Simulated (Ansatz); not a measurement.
Trial structure of SiGe2, not yet relaxed:

```
CELL_PARAMETERS angstrom
-1.46870 1.46870 6.23118
1.46870 -1.46870 6.23118
1.46870 1.46870 -6.23118
ATOMIC_POSITIONS crystal
Si 0.50000 0.50000 0.00000
Ge 0.83333 0.83333 0.00000
Ge 0.16667 0.16667 0.00000
```

These are results of DFT PBE, scalar-relativistic, plane waves, PAW in Ansatz 0.2.0, not measurements. Plane waves to 420 eV, a k mesh through Γ of 8×8×8 on the computed 3-atom cell and Gaussian smearing (0.10 eV); no spin polarisation.

Formation energies are uncorrected and refer to the elements' standard structures at the same level.

Problem. Estimate its pressure, forces and energy as it stands.

Solution. The pressure is 1.1 GPa (the mean over three directions, positive in compression), the largest force is 0.48 eV/Å, and the energy is +0.46 eV/atom against the elements. The shortest distance is 2.94 Å.

Problem. Is it a good guess?

Solution. A fair one: relaxing gains under 0.1 eV/atom (the start's value is from the coarse mesh, so the gain is rough) in 15 ionic steps and ends at +0.44 eV/atom on the finer mesh. The symmetry stays I4/mmm (No. 139). The volume per atom grows by 1.2 %, from 17.9 to 18.1 Å³. The shortest distance goes from 2.94 Å (Si–Ge, Ge–Ge and Si–Si) to 2.86 Å (Ge–Ge and Si–Si). Conventional cell: a = 2.859 Å, c = 13.314 Å. Around Si lie 4 Si at 2.86 Å and 8 Ge at 2.90 Å; around Ge lie 4 Ge at 2.86 Å, 4 Si at 2.90 Å and 4 Ge at 3.21 Å.

The last run used a 22×22×22 mesh for its 3-atom cell and Gaussian smearing of 0.10 eV. No dispersion correction is applied, so the spacing and binding between layers, chains or molecules are poorly described. The relaxation can't lower the symmetry of the start, and the grade says only how near the guess is to its own end. A structure relaxed within its symmetry needn't be a true minimum. Another cell of SiGe2 relaxed alike, in P-3m1, lies 0.43 eV/atom lower, so this cell isn't the stable form at this level.
